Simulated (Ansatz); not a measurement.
C under changes of volume

One of the cells (5.672 Å³/atom); the others are scaled copies at fixed shape and fractional positions:

```
C
1.0
     0.00000    1.78337    1.78337
     1.78337    0.00000    1.78337
     1.78337    1.78337    0.00000
C
2
Direct
  0.75000 0.75000 0.75000
  0.50000 0.50000 0.50000
```

This isn't the form of C at room conditions, which is graphite.

* Program: Ansatz 0.2.0
* Functional: HSEsol
* Potentials or basis: Ansatz PAW
* Cutoff: 420 eV (not typed: the program's choice for these potentials)
* k mesh: 7 × 7 × 7
* Occupations: fermi-dirac, width 0.05 eV
* Spin: no spin polarisation

```tsv
volume (Å³/atom)	energy over the lowest point (meV/atom)	pressure (GPa)	gap on the mesh (eV)
5.332	9.69	17.6	5.49
5.445	1.20	6.6	5.43
5.558	0.00	-3.4	5.39
5.672	?	?	?
5.785	17.67	-20.8	5.29
5.899	35.14	-28.4	5.24
6.012	57.78	-35.3	5.20
```

Q: What does the run at 5.672 Å³/atom give?

A: Energy over the lowest point 5.73 meV/atom; pressure -12.5 GPa; gap on the mesh 5.34 eV.

Worked out: A Birch-Murnaghan fit of order 3 (a polynomial in V^(-2/3)) to the other rows has its minimum at 5.52 Å³/atom with B0 = V·E''(V) = 483 GPa and B' = 3.6. It gives 5.77 meV/atom at 5.672 Å³/atom, against the run's 5.73, and -dE/dV = -12.6 GPa, against -12.5. A straight line through the other rows of the gap, of slope -2.41 eV per unit of ln V, gives 5.34 eV, against the run's 5.34.

Energies are extrapolated to zero smearing.

Caveats: all runs use coarse meshes; odd divisions of the mesh miss points on the zone boundary, where band edges often lie, so the gap on the mesh can be too wide; the PAW data sets come from PBE, with cores solved anew for the run's functional, which leaves a small shift of forces and pressure; the thresholds are loose for stress.

A mesh can miss the band edges.
